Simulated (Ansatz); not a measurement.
# In: the cost of one run

Program: Ansatz 0.2.0. Level of theory: DFT PBE, scalar-relativistic. These are calculated values, not measurements.

### 1 The system as given

The structure is tetragonal, space group I4/mmm (No. 139). The conventional cell has a = 3.252 Å, b = 3.252 Å, c = 4.948 Å, α = 90.00°, β = 90.00°, γ = 90.00°. In (site symmetry 4/mmm) is surrounded by 12 In at 3.25 to 3.38 Å.

Structure file:

```xyz
1
Lattice="-1.6261 1.6261 2.4739 1.6261 -1.6261 2.4739 1.6261 1.6261 -2.4739" Properties=species:S:1:pos:R:3 pbc="T T T"
In    0.0000    0.0000    0.0000
```

### 2 After the deformation

Space group I4/mmm before, I4/mmm after.

### 3 All-electron LAPW

The input, input.yaml:

```yaml
crystal:
  lattice:
    - [-1.593627, 1.593627, 2.47395]
    - [1.593627, -1.593627, 2.47395]
    - [1.593627, 1.593627, -2.47395]
  atoms:
    - { symbol: In, position: [0.0, 0.0, 0.0] }
kpoints:
  mp_grid: { grid: [12, 12, 14] }
  band_path:
    path:
      - [0.0, 0.0, 0.0]
      - [0.0, 0.0, 0.5]
      - [0.25, 0.25, 0.25]
      - [0.0, 0.5, 0.0]
      - [0.0, 0.0, 0.0]
      - [0.5, 0.5, -0.5]
      - [0.3537364856, 0.6462635144, -0.3537364856]
      - [-0.3537364856, 0.3537364856, 0.3537364856]
      - [0.0, 0.0, 0.0]
    npoints: 5
scf:
  occupations: { method: fermi_dirac, width: 0.05 }
hamiltonian:
  xc: pbe
  pseudopotentials: { kind: all_electron, lapw: { basis_error: 0.001 } }
output:
  forces: true
  stress: true
  eigenvalues: true
```

Run with:

```bash
$ ansatz run input.yaml --threads 1 --pin off --max-ram 3072MiB --backend cpu --events-out ev --progress --plain --runs-dir out
```

Q: Estimate wall time and peak memory on 1 thread of Arm Neoverse V1, shared host.

About 41 s, with a peak of 0.59 GiB.
